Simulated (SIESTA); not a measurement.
Zn:

```
Zn
1.0
    -1.56904    1.56904    1.56904
     1.56904   -1.56904    1.56904
     1.56904    1.56904   -1.56904
Zn
1
Direct
  0.00000 0.00000 0.00000
```

This isn't the form of Zn at room conditions, which is hcp.

- Program: SIESTA 5.4.2
- Task: single point
- Functional: PBE
- Potentials or basis: PseudoDojo 0.4 standard (PBE files)
- Basis: DZP (energy shift 0.003 Ry; two zetas on semicore shells)
- Grid cutoff: 800 Ry
- Energy shift: 0.003 Ry
- k mesh: 12 × 12 × 12
- Occupations: fermi-dirac, width 0.05 eV
- Spin: no spin polarisation

On this cell: pressure -5.1 GPa; band gap on the k mesh none (metal or under the smearing width).

The same run follows on a disturbed copy (cell strained at random at fixed volume):

```
CELL_PARAMETERS angstrom
-1.52714 1.56173 1.52690
1.48647 -1.65878 1.58329
1.56585 1.69749 -1.62395
ATOMIC_POSITIONS crystal
Zn 0.01976 0.99531 0.01093
```

**Question.** What does the disturbed cell give?

**Answer.** The energy (extrapolated to zero smearing) moves by -6.7 meV/atom; pressure -4.5 GPa; band gap on the k mesh none (metal or under the smearing width).

Stress tensor (GPa, compression positive):
```
-6.21  0.57  0.36
 0.57 -3.28 -0.94
 0.36 -0.94 -4.15
```

The energy falls, though the first cell shows no forces: that form is unstable against this distortion, unless noise or another electronic state is at work.

Caveats: short orbitals over semicore shells can move pressures by several GPa; the valence orbitals were made in a potential fitted to the semicore shell under them, which widens gaps by tenths of an eV or more; the basis of atomic orbitals isn't converged, which shifts pressures, moduli and gaps.
